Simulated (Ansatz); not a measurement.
# HfC (CsCl type): response to moved atoms and strain

How does HfC (CsCl type) push back when it is distorted? Each run changes the relaxed cell in one way. This structure was made by substitution into a known type, so it needn't be the compound's stable form.

Method: DFT PBE, scalar-relativistic, plane waves, PAW, in Ansatz 0.2.0.

### 1 The structure to begin with

Symmetry: Pm-3m, No. 221, cubic system. Conventional cell: a = 2.901 Å, b = 2.901 Å, c = 2.901 Å, α = 90.00°, β = 90.00°, γ = 90.00°. Hf (site symmetry m-3m) has 8 C at 2.51 Å as nearest neighbours. C (site symmetry m-3m) has 8 Hf at 2.51 Å as nearest neighbours.

Coordinates:

```
CELL_PARAMETERS angstrom
2.90089 0.00000 0.00000
0.00000 2.90089 0.00000
0.00000 0.00000 2.90089
ATOMIC_POSITIONS crystal
Hf 0.00000 0.00000 0.00000
C 0.50000 0.50000 0.50000
```

This cell comes from an earlier session at PBE: 12.206 Å³/atom at 0.01 GPa, on a 12×12×12 mesh.

The changes: atom 1 (Hf) moved 0.08 Å along z; atom 1 (Hf) moved 0.05 Å along x; strain e1 = -0.01, atoms carried along; strain e1 = +0.02, atoms carried along; all atoms moved at random (σ = 0.15 Å), cell strained at random (1 %); all atoms moved at random (σ = 0.06 Å), cell strained at random (1 %).

### 2 Atom 1 (Hf) moved 0.08 Å along z

input.yaml

```yaml
crystal:
  lattice:
    - [2.90088893, 0.0, 0.0]
    - [0.0, 2.90088893, 0.0]
    - [0.0, 0.0, 2.90088893]
  atoms:
    - { symbol: Hf, position: [0.0, 0.0, 0.0275777536] }
    - { symbol: C, position: [0.5, 0.5, 0.5] }
basis:
  ecutwfc: 420
  ecutrho_ratio: 4
kpoints:
  mp_grid: { grid: [12, 12, 12] }
hamiltonian:
  xc: pbe
scf:
  occupations: { method: gaussian, width: 0.05 }
output:
  forces: true
  stress: true
  eigenvalues: true
  write_density: true
  write_potential: true
  elf: true
  volumetric_format: npy
```

Command:

```
> ansatz run input.yaml --threads 2 --pin off --max-ram 2662MiB --backend cpu --events-out ev --progress --plain --runs-dir out
```

The log of the run, cut to the lines that bear on the results:

```text
Warning: RAYON_NUM_THREADS=2 ignored (pool sized by the plan → 2); use --threads N
[...]
Pseudopotentials: kind: paw
Pseudopotential: Hf, paw, valence charge 26, recommended cutoff 420 eV (normal), Hf.paw.azcp
Pseudopotential: C, paw, valence charge 4, recommended cutoff 420 eV (normal), C.paw.azcp
Functional definition: PBE
[...]
Crystal: 2 atoms, lattice volume = 24.411 Å³
Basis set: ecut = 420 eV, 461 PW (Γ), exchange–correlation on 40×40×40 points (8 copies of the dense FFT grid, shifted against one another)
Bands: 19, of which v1, the nominal top of the filled ones, is band 15 counted from 1 (14 counted from 0)
Symmetry: 8 space group operations
Space group: P4mm (ITA 99), of the structure as read, at distance tolerance 2.9e-5 Å
k-points: 196 of 1728 (time reversal used)
[...]
SCF iter   1: F=—  HF=-15971.421295 eV  |F-HF|=—  |Δ(HF+E_count)|=         —  Δρ=3.64e-3  dr2=1.78e-3  ethr=1.77e-3  ⟨swp⟩=5.3  Hψ=15691  notcnv=0
[...]
SCF iter   6: F=-15971.421905 eV  HF=-15971.421905 eV  |F-HF|=1.97e-8  |Δ(HF+E_count)|=   1.60e-8  Δρ=8.30e-6  dr2=1.89e-8  ethr=3.33e-10  ⟨swp⟩=10.8  Hψ=32495  notcnv=0
[...]
SCF converged after 6 iterations
Free energy (F): -15971.421905 eV
[...]
E sigma→0 (E₀):  -15971.419953 eV
Entropy (-TS):   -0.003904 eV (-1.952 meV/atom)
Fermi energy:    21.157223 eV
[...]
--- Forces (eV/Å), atoms counted from 1 ---
  atom   1  Hf    -0.00000000     0.00000000     0.01597146
  atom   2  C      0.00000000     0.00000000    -0.01588090
[...]
--- Stress (GPa, compression-positive) ---
        1.324091       0.000000      -0.000000
        0.000000       1.324091       0.000000
        0.000000       0.000000      -1.342892
  P = ⅓ Tr σ = 0.4351 GPa (4.351 kbar)
--- Band table (eV; the first three rows and the last of 196) ---
  k-point 0: bands = ["-40.5550", "-8.8347", "-8.8303", "-8.8303", "8.4187", "9.5664", "9.5670", "9.5670", "9.5900", "9.5900", "9.5901", "9.6227", "19.1677", "19.2465", "22.2650", "22.2650", "22.3969", "27.2586", "27.2873"]
[...]
```

It took 7.1 s on 2 threads of Arm Neoverse V1, shared host; peak memory 0.39 GiB.

This gives: volume 12.206 Å³/atom, pressure 0.44 GPa, no gap.

Density in a lattice plane of the grid's cell (edges 2.90 and 2.90 Å, at 0.000 of the third edge), which holds Hf.

Ten even steps from ' ' (0.19 e/Å³) to '@' (34.53 e/Å³):
```
%%##**==--..                          ..--==**##
++++==--::..                          ..::--==++
----::....                              ....::--
......                                      ....
                                                
                                                
                                                
                                                
                                                
                                                
                                                
                                                
                                                
                                                
........                                  ......
----::....                              ....::--
++++==--::..                          ..::--==++
%%##**==--..                          ..--==**##
@@%%##++--::..                      ..::--++##%%
@@@@##++--::..                      ..::--++##@@
```
Columns run along the first of these edges and rows up along the second, over one cell in 24 and 20 even steps from the bottom left corner. Atoms in the plane (fractional): Hf at (0.00, 0.03).

ELF in the same plane.

Ten even steps from '0' (0.11) to '9' (0.84):
```
999998742100000124789999
999987531000000013578999
999876420000000002467899
888754200000000000245788
655431000000100000013455
332210000001110000001223
110000000011111000000001
000000001111111110000000
000000111111111111100000
000000111111111111100000
000000001111111110000000
100000000111111100000000
332210000011111000001223
665431000001110000013456
888754210001110001245788
999986420000100002468999
999997531000000013579999
999998642100000124689999
999999752100000125799999
899999752100000125799999
```
Columns run along the first of these edges and rows up along the second, over one cell in 24 and 20 even steps from the bottom left corner. Atoms in the plane (fractional): Hf at (0.00, 0.03).

Both are smooth fields of the valence electrons: close to the nuclei they are not physical.

Maxima of ELF outside the ion cores: 0.81 in the shell around C, 0.7 Å from C.

ELF in the plane through atom 1 (Hf) and two of its nearest C neighbours, 7.2 Å on a side, that atom in the middle and its first bond to the right.

Ten even steps from '0' (0.09) to '9' (0.84):
```
0100111245421232100000001
4210134420024788752102564
8611599983048877985127999
9712799995159700796138999
9721699994158855895127999
7410157641136899863101455
2123210000101234322342100
2478875210255410136899752
4887798402799972169857983
5971179613999993179502894
5985588502799972169867984
3689985210246520146898742
0123432233210000011133212
4541013689874201466410147
9996116986798304999961279
9998317950388415999972288
9997216986798303899951279
5652014689874200244310246
1000000123321244210000011
```
Atoms in the plane (Å from the middle): C (2.5, 0.0), C (0.8, 2.3), Hf (3.3, 2.4), C (-0.9, -2.4), Hf (1.7, -2.3), C (-2.6, -0.1), Hf (0.0, 0.0), Hf (-1.7, 2.3), Hf (-3.3, -2.4).

### 3 Atom 1 (Hf) moved 0.05 Å along x

input.yaml: that of step 2 with these lines changed.

```diff
@@ -6,3 +6,3 @@
   atoms:
-    - { symbol: Hf, position: [0.0, 0.0, 0.0275777536] }
+    - { symbol: Hf, position: [0.017236096, 0.0, 0.0] }
     - { symbol: C, position: [0.5, 0.5, 0.5] }
@@ -21,5 +21 @@
   eigenvalues: true
-  write_density: true
-  write_potential: true
-  elf: true
-  volumetric_format: npy
```

Command:

```
> ansatz run input.yaml --threads 2 --pin off --max-ram 2662MiB --backend cpu --events-out ev --progress --plain --runs-dir out
```

The log of the run, cut to the lines that bear on the results:

```text
Warning: RAYON_NUM_THREADS=2 ignored (pool sized by the plan → 2); use --threads N
[...]
[... 4 set-up lines as earlier in the session ...]
[...]
Crystal: 2 atoms, lattice volume = 24.411 Å³
Basis set: ecut = 420 eV, 461 PW (Γ), exchange–correlation on 40×40×40 points (8 copies of the dense FFT grid, shifted against one another)
Bands: 19, of which v1, the nominal top of the filled ones, is band 15 counted from 1 (14 counted from 0)
[... 2 set-up lines as earlier in the session ...]
k-points: 196 of 1728 (time reversal used)
[...]
SCF iter   1: F=—  HF=-15971.420932 eV  |F-HF|=—  |Δ(HF+E_count)|=         —  Δρ=3.43e-3  dr2=1.35e-3  ethr=1.77e-3  ⟨swp⟩=5.4  Hψ=15648  notcnv=0
[...]
SCF iter   6: F=-15971.421610 eV  HF=-15971.421610 eV  |F-HF|=1.85e-8  |Δ(HF+E_count)|=   4.26e-8  Δρ=8.47e-6  dr2=1.95e-8  ethr=3.33e-10  ⟨swp⟩=6.5  Hψ=19283  notcnv=0
[...]
SCF converged after 6 iterations
Free energy (F): -15971.421610 eV
[...]
E sigma→0 (E₀):  -15971.419587 eV
Entropy (-TS):   -0.004046 eV (-2.023 meV/atom)
Fermi energy:    21.158987 eV
[...]
--- Forces (eV/Å), atoms counted from 1 ---
  atom   1  Hf     0.00471862     0.00000000     0.00000000
  atom   2  C     -0.00460791    -0.00000000     0.00000000
[...]
--- Stress (GPa, compression-positive) ---
       -0.580639       0.000000       0.000000
        0.000000       0.555476       0.000000
        0.000000       0.000000       0.555476
  P = ⅓ Tr σ = 0.1768 GPa (1.768 kbar)
--- Band table (eV; the first three rows and the last of 196) ---
  k-point 0: bands = ["-40.5546", "-8.8316", "-8.8302", "-8.8302", "8.4169", "9.5667", "9.5669", "9.5669", "9.5899", "9.5899", "9.5901", "9.6226", "19.2166", "19.2479", "22.2716", "22.2716", "22.3238", "27.2631", "27.2747"]
[...]
```

Run time: 4.7 s. Hardware: 2 threads of Arm Neoverse V1, shared host; peak memory 0.38 GiB.

Read off: volume 12.206 Å³/atom, pressure 0.18 GPa, metallic.

### 4 Strain e1 = -0.01, atoms carried along

input.yaml: that of step 3 with these lines changed.

```diff
@@ -2,3 +2,3 @@
   lattice:
-    - [2.90088893, 0.0, 0.0]
+    - [2.8718800407, 0.0, 0.0]
     - [0.0, 2.90088893, 0.0]
@@ -6,3 +6,3 @@
   atoms:
-    - { symbol: Hf, position: [0.017236096, 0.0, 0.0] }
+    - { symbol: Hf, position: [0.0, 0.0, 0.0] }
     - { symbol: C, position: [0.5, 0.5, 0.5] }
```

Command:

```
> ansatz run input.yaml --threads 2 --pin off --max-ram 2662MiB --backend cpu --events-out ev --progress --plain --runs-dir out
```

The log of the run, cut to the lines that bear on the results:

```text
Warning: RAYON_NUM_THREADS=2 ignored (pool sized by the plan → 2); use --threads N
[...]
[... 4 set-up lines as earlier in the session ...]
[...]
Crystal: 2 atoms, lattice volume = 24.167 Å³
Basis set: ecut = 420 eV, 461 PW (Γ), exchange–correlation on 40×40×40 points (8 copies of the dense FFT grid, shifted against one another)
Bands: 19, of which v1, the nominal top of the filled ones, is band 15 counted from 1 (14 counted from 0)
Symmetry: 16 space group operations
Space group: P4/mmm (ITA 123), of the structure as read, at distance tolerance 2.9e-5 Å
k-points: 196 of 1728
[...]
SCF iter   1: F=—  HF=-15971.421228 eV  |F-HF|=—  |Δ(HF+E_count)|=         —  Δρ=4.14e-3  dr2=1.73e-3  ethr=1.77e-3  ⟨swp⟩=5.3  Hψ=15590  notcnv=0
[...]
SCF iter   6: F=-15971.421817 eV  HF=-15971.421817 eV  |F-HF|=1.30e-9  |Δ(HF+E_count)|=   9.34e-8  Δρ=2.66e-6  dr2=1.98e-9  ethr=3.33e-10  ⟨swp⟩=6.0  Hψ=17724  notcnv=0
[...]
SCF converged after 6 iterations
Free energy (F): -15971.421817 eV
[...]
E sigma→0 (E₀):  -15971.420094 eV
Entropy (-TS):   -0.003445 eV (-1.723 meV/atom)
Fermi energy:    21.392050 eV
[...]
--- Forces (eV/Å), atoms counted from 1 ---
  atom   1  Hf    -0.00000000    -0.00000000     0.00000000
  atom   2  C      0.00000000     0.00000000     0.00000000
[...]
--- Stress (GPa, compression-positive) ---
       -0.362051      -0.000000       0.000000
        0.000000       3.334053       0.000000
        0.000000       0.000000       3.334053
  P = ⅓ Tr σ = 2.1020 GPa (21.020 kbar)
--- Band table (eV; the first three rows and the last of 196) ---
  k-point 0: bands = ["-40.2941", "-8.5774", "-8.5774", "-8.5298", "8.5866", "9.8320", "9.8320", "9.8328", "9.8535", "9.8535", "9.8612", "9.8895", "19.4490", "19.4509", "22.4704", "22.4704", "22.6120", "27.4782", "27.6101"]
[...]
```

Wall time 2.7 s (2 threads of Arm Neoverse V1, shared host); peak memory 0.36 GiB.

Read off: volume 12.084 Å³/atom, pressure 2.10 GPa, metallic.

### 5 Strain e1 = +0.02, atoms carried along

input.yaml: that of step 4 with these lines changed.

```diff
@@ -2,3 +2,3 @@
   lattice:
-    - [2.8718800407, 0.0, 0.0]
+    - [2.9589067086, 0.0, 0.0]
     - [0.0, 2.90088893, 0.0]
```

Command:

```
> ansatz run input.yaml --threads 2 --pin off --max-ram 2662MiB --backend cpu --events-out ev --progress --plain --runs-dir out
```

The log of the run, cut to the lines that bear on the results:

```text
Warning: RAYON_NUM_THREADS=2 ignored (pool sized by the plan → 2); use --threads N
[...]
[... 4 set-up lines as earlier in the session ...]
[...]
Crystal: 2 atoms, lattice volume = 24.900 Å³
Basis set: ecut = 420 eV, 469 PW (Γ), exchange–correlation on 40×40×40 points (8 copies of the dense FFT grid, shifted against one another)
Bands: 19, of which v1, the nominal top of the filled ones, is band 15 counted from 1 (14 counted from 0)
[... 2 set-up lines as earlier in the session ...]
k-points: 196 of 1728
[...]
SCF iter   1: F=—  HF=-15971.417658 eV  |F-HF|=—  |Δ(HF+E_count)|=         —  Δρ=4.50e-3  dr2=2.03e-3  ethr=1.77e-3  ⟨swp⟩=5.3  Hψ=15586  notcnv=0
[...]
SCF iter   6: F=-15971.418310 eV  HF=-15971.418310 eV  |F-HF|=5.71e-10  |Δ(HF+E_count)|=   4.65e-8  Δρ=2.65e-6  dr2=1.09e-9  ethr=3.33e-10  ⟨swp⟩=6.4  Hψ=18803  notcnv=0
[...]
SCF converged after 6 iterations
Free energy (F): -15971.418310 eV
[...]
E sigma→0 (E₀):  -15971.416730 eV
Entropy (-TS):   -0.003160 eV (-1.580 meV/atom)
Fermi energy:    20.718900 eV
[...]
--- Forces (eV/Å), atoms counted from 1 ---
  atom   1  Hf     0.00000000     0.00000000     0.00000000
  atom   2  C     -0.00000000     0.00000000     0.00000000
[...]
--- Stress (GPa, compression-positive) ---
       -3.297674      -0.000000       0.000000
       -0.000000      -4.074789       0.000000
        0.000000       0.000000      -4.074789
  P = ⅓ Tr σ = -3.8158 GPa (-38.158 kbar)
--- Band table (eV; the first three rows and the last of 196) ---
  k-point 0: bands = ["-41.0430", "-9.3835", "-9.3079", "-9.3079", "8.0686", "9.0674", "9.0693", "9.0693", "9.0840", "9.0958", "9.0958", "9.1204", "18.8610", "18.8622", "21.5952", "21.8773", "21.8773", "26.6235", "26.6235"]
[...]
```

It took 2.8 s on 2 threads of Arm Neoverse V1, shared host; peak memory 0.36 GiB.

In short: volume 12.450 Å³/atom, pressure -3.82 GPa, no gap.

### 6 All atoms moved at random (σ = 0.15 Å), cell strained at random (1 %)

input.yaml

```yaml
crystal:
  lattice:
    - [2.8670281272, -0.0013395414, -0.0504202999]
    - [-0.0013395414, 2.8740248493, 0.0045034678]
    - [-0.0504202999, 0.0045034678, 2.903596035]
  atoms:
    - { symbol: Hf, position: [0.0039111453, 0.0159638887, 0.0052196063] }
    - { symbol: C, position: [0.4960888547, 0.4840361113, 0.4947803937] }
basis:
  ecutwfc: 420
  ecutrho_ratio: 4
kpoints:
  mp_grid: { grid: [12, 12, 12] }
hamiltonian:
  xc: pbe
scf:
  occupations: { method: gaussian, width: 0.05 }
output:
  forces: true
  stress: true
  eigenvalues: true
```

Command:

```
> ansatz run input.yaml --threads 2 --pin off --max-ram 2662MiB --backend cpu --events-out ev --progress --plain --runs-dir out
```

The log of the run, cut to the lines that bear on the results:

```text
Warning: RAYON_NUM_THREADS=2 ignored (pool sized by the plan → 2); use --threads N
[...]
[... 4 set-up lines as earlier in the session ...]
[...]
Crystal: 2 atoms, lattice volume = 23.918 Å³
Basis set: ecut = 420 eV, 461 PW (Γ), exchange–correlation on 40×40×40 points (8 copies of the dense FFT grid, shifted against one another)
Bands: 19, of which v1, the nominal top of the filled ones, is band 15 counted from 1 (14 counted from 0)
Symmetry: 1 space group operations
Space group: P1 (ITA 1), of the structure as read, at distance tolerance 2.9e-5 Å
k-points: 868 of 1728 (time reversal used)
[...]
SCF iter   1: F=—  HF=-15971.440272 eV  |F-HF|=—  |Δ(HF+E_count)|=         —  Δρ=5.10e-3  dr2=3.33e-3  ethr=1.77e-3  ⟨swp⟩=5.3  Hψ=68860  notcnv=0
[...]
SCF iter   6: F=-15971.440575 eV  HF=-15971.440575 eV  |F-HF|=2.14e-8  |Δ(HF+E_count)|=   3.01e-8  Δρ=1.03e-5  dr2=2.71e-8  ethr=3.33e-10  ⟨swp⟩=6.1  Hψ=83691  notcnv=0
[...]
SCF converged after 6 iterations
Free energy (F): -15971.440575 eV
[...]
E sigma→0 (E₀):  -15971.439525 eV
Entropy (-TS):   -0.002099 eV (-1.050 meV/atom)
Fermi energy:    21.628728 eV
[...]
--- Forces (eV/Å), atoms counted from 1 ---
  atom   1  Hf    -0.00706884    -0.01548496    -0.04576209
  atom   2  C      0.00711274     0.01562814     0.04579429
[...]
--- Stress (GPa, compression-positive) ---
        6.137926      -0.468294      -8.978389
       -0.468294       4.552339       0.679230
       -8.978389       0.679230       5.006957
  P = ⅓ Tr σ = 5.2324 GPa (52.324 kbar)
--- Band table (eV; the first three rows and the last of 868) ---
  k-point 0: bands = ["-40.0175", "-8.3123", "-8.2717", "-8.2550", "8.7662", "10.1114", "10.1155", "10.1184", "10.1318", "10.1419", "10.1475", "10.1740", "19.5501", "19.6564", "22.6500", "22.8306", "22.9658", "27.5676", "27.8168"]
[...]
```

It took 20 s on 2 threads of Arm Neoverse V1, shared host; peak memory 0.67 GiB.

Read off: volume 11.959 Å³/atom, pressure 5.23 GPa, metallic.

Forces on the atoms, as numbers:

```csv
atom,x (eV/Å),y (eV/Å),z (eV/Å)
Hf1,-0.007,-0.015,-0.046
C2,0.007,0.016,0.046
```

### 7 All atoms moved at random (σ = 0.06 Å), cell strained at random (1 %)

input.yaml

```yaml
crystal:
  lattice:
    - [2.9269250324, 0.0331581575, -0.0397315985]
    - [0.0331581575, 2.9120953997, 0.0037036342]
    - [-0.0397315985, 0.0037036342, 2.9241642728]
  atoms:
    - { symbol: Hf, position: [-0.0128355929, -0.0088634057, 0.0010564888] }
    - { symbol: C, position: [0.5128355929, 0.5088634057, 0.4989435112] }
basis:
  ecutwfc: 420
  ecutrho_ratio: 4
kpoints:
  mp_grid: { grid: [12, 12, 12] }
hamiltonian:
  xc: pbe
scf:
  occupations: { method: gaussian, width: 0.05 }
output:
  forces: true
  stress: true
  eigenvalues: true
```

Command:

```
> ansatz run input.yaml --threads 2 --pin off --max-ram 2662MiB --backend cpu --events-out ev --progress --plain --runs-dir out
```

The log of the run, cut to the lines that bear on the results:

```text
Warning: RAYON_NUM_THREADS=2 ignored (pool sized by the plan → 2); use --threads N
[...]
[... 4 set-up lines as earlier in the session ...]
[...]
Crystal: 2 atoms, lattice volume = 24.916 Å³
Basis set: ecut = 420 eV, 469 PW (Γ), exchange–correlation on 40×40×40 points (8 copies of the dense FFT grid, shifted against one another)
Bands: 19, of which v1, the nominal top of the filled ones, is band 15 counted from 1 (14 counted from 0)
[... 2 set-up lines as earlier in the session ...]
k-points: 868 of 1728 (time reversal used)
[...]
SCF iter   1: F=—  HF=-15971.444144 eV  |F-HF|=—  |Δ(HF+E_count)|=         —  Δρ=4.86e-3  dr2=3.29e-3  ethr=1.77e-3  ⟨swp⟩=5.4  Hψ=69909  notcnv=0
[...]
SCF iter   6: F=-15971.444505 eV  HF=-15971.444505 eV  |F-HF|=9.80e-9  |Δ(HF+E_count)|=   2.29e-8  Δρ=6.03e-6  dr2=1.01e-8  ethr=3.33e-10  ⟨swp⟩=6.6  Hψ=86545  notcnv=0
[...]
SCF converged after 6 iterations
Free energy (F): -15971.444505 eV
[...]
E sigma→0 (E₀):  -15971.443219 eV
Entropy (-TS):   -0.002573 eV (-1.286 meV/atom)
Fermi energy:    20.689982 eV
[...]
--- Forces (eV/Å), atoms counted from 1 ---
  atom   1  Hf     0.00326053    -0.01633843    -0.00133035
  atom   2  C     -0.00327479     0.01633595     0.00130945
[...]
--- Stress (GPa, compression-positive) ---
       -4.382918       5.848698      -7.106501
        5.848698      -3.300311       0.661196
       -7.106501       0.661196      -2.346980
  P = ⅓ Tr σ = -3.3434 GPa (-33.434 kbar)
--- Band table (eV; the first three rows and the last of 868) ---
  k-point 0: bands = ["-41.0667", "-9.3741", "-9.3604", "-9.3456", "8.0668", "9.0422", "9.0465", "9.0477", "9.0619", "9.0692", "9.0738", "9.0978", "18.7723", "18.8312", "21.7483", "21.8164", "21.8893", "26.2978", "26.6708"]
[...]
```

Wall time 21 s (2 threads of Arm Neoverse V1, shared host); peak memory 0.68 GiB.

Read off: volume 12.458 Å³/atom, pressure -3.34 GPa, no gap.

### 8 Results

| change | change of free energy (meV/atom) | largest force (eV/Å) | largest change of stress (GPa) |
| --- | --- | --- | --- |
| atom 1 (Hf) moved 0.08 Å along z | -0.22 | 0.016 | 1.35 |
| atom 1 (Hf) moved 0.05 Å along x | -0.07 | 0.005 | 0.59 |
| strain e1 = -0.01, atoms carried along | -0.18 | 0.000 | 3.33 |
| strain e1 = +0.02, atoms carried along | 1.58 | 0.000 | 4.08 |
| all atoms moved at random (σ = 0.15 Å), cell strained at random (1 %) | -9.56 | 0.049 | 8.98 |
| all atoms moved at random (σ = 0.06 Å), cell strained at random (1 %) | -11.52 | 0.017 | 7.11 |

Moving atom 1 by 0.08 Å meets a driving force of 0.016 eV/Å along the move, a force constant of about -0.2 eV/Å². Moving atom 1 by 0.05 Å meets a driving force of 0.005 eV/Å along the move, a force constant of about -0.1 eV/Å². Under e1 = -0.01 the matching stress changes by -0.37 GPa (compression positive), while the largest change is +3.33 GPa in component zz. The response isn't the plain linear one, so no stiffness is quoted. The strain e1 = +0.02 changes that stress component by -3.30 GPa (compression positive), a ratio of 165 GPa; that is a secant over a finite strain with the atoms carried along, not the elastic constant. The largest change, -4.08 GPa, is in component zz. A distortion lowers the energy, so the starting cell or its electronic state is no minimum. Spin–orbit coupling is left out, though the cell holds Hf; in elements this heavy it can shift levels and gaps by tenths of an eV. A separate test found that a distortion of this cell lowers its energy, so it is no minimum.
